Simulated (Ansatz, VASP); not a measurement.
## Two plane-wave programs on AlNi

```xyz
2
Lattice="2.0213 -2.0213 0.0000 2.0213 2.0213 0.0000 0.0000 0.0000 2.8694" Properties=species:S:1:pos:R:3 pbc="T T T"
Al    0.0000    0.0000    0.0000
Ni    2.0213    0.0000    1.4347
```

Alike in both runs: functional PBEsol; k mesh 16 × 16 × 14; occupations gaussian, width 0.1 eV; no spin polarisation.

Ansatz relaxed the structure, and its values are those at the end. VASP's run is a single point on that final structure, the one shown.

|  | VASP | Ansatz |
| --- | --- | --- |
| version | VASP 6.6.1 | Ansatz 0.2.0 |
| potentials or method | VASP PAW PBE potentials, release 64 (Al, Ni) | scalar-relativistic, plane waves, PAW |
| plane-wave cutoff (eV) | 520 | 420 |
| valence electrons in the cell | 13 | 21 |

VASP gave:

```
gap on the k mesh at the Fermi level (eV) : none
pressure (GPa)                            : 0.1
```

Q: What did Ansatz give for the same quantities?

A: gap on the k mesh at the Fermi level (eV): none; pressure (GPa): 0.0.

A gap of «none» marks a metal or a gap that the smearing closes. The two sets of potentials don't hold the same shells in valence.

Caveats: the PAW data sets were made with another functional, which shifts forces and pressure a little (VASP). Spin polarisation is off, so any magnetic state and its effect on volume and gap are missing.
